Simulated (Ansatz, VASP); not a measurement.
**Na: VASP beside Ansatz**

```
Na
1.0
    -2.14100    2.14100    2.14100
     2.14100   -2.14100    2.14100
     2.14100    2.14100   -2.14100
Na
1
Direct
  0.00000 0.00000 0.00000
```

Alike in both runs: task single point; functional r2SCAN; k mesh 9 × 9 × 9; occupations fermi-dirac, width 0.05 eV; no spin polarisation.

|  | VASP | Ansatz |
| --- | --- | --- |
| version | VASP 6.6.1 | Ansatz 0.2.0 |
| potentials or method | VASP PAW PBE potentials, release 64 (Na_pv) | Ansatz PAW |
| plane-wave cutoff (eV) | 520 | 500 |
| valence electrons in the cell | 7 | 9 |

|  | VASP | Ansatz | Ansatz less VASP |
| --- | --- | --- | --- |
| gap on the k mesh at the Fermi level (eV) | none | none | - |
| pressure (GPa) | -0.3 | -0.3 | +0.04 |

A gap of «none» marks a metal or a gap that the smearing closes. With one functional, cell and mesh, what is left measures potentials, basis and numerics. The two sets of potentials don't hold the same shells in valence.

Caveats: the PAW data sets were made with another functional, which shifts forces and pressure a little (VASP); the PAW data sets come from PBE, with cores solved anew for the run's functional, which leaves a small shift of forces and pressure (Ansatz).
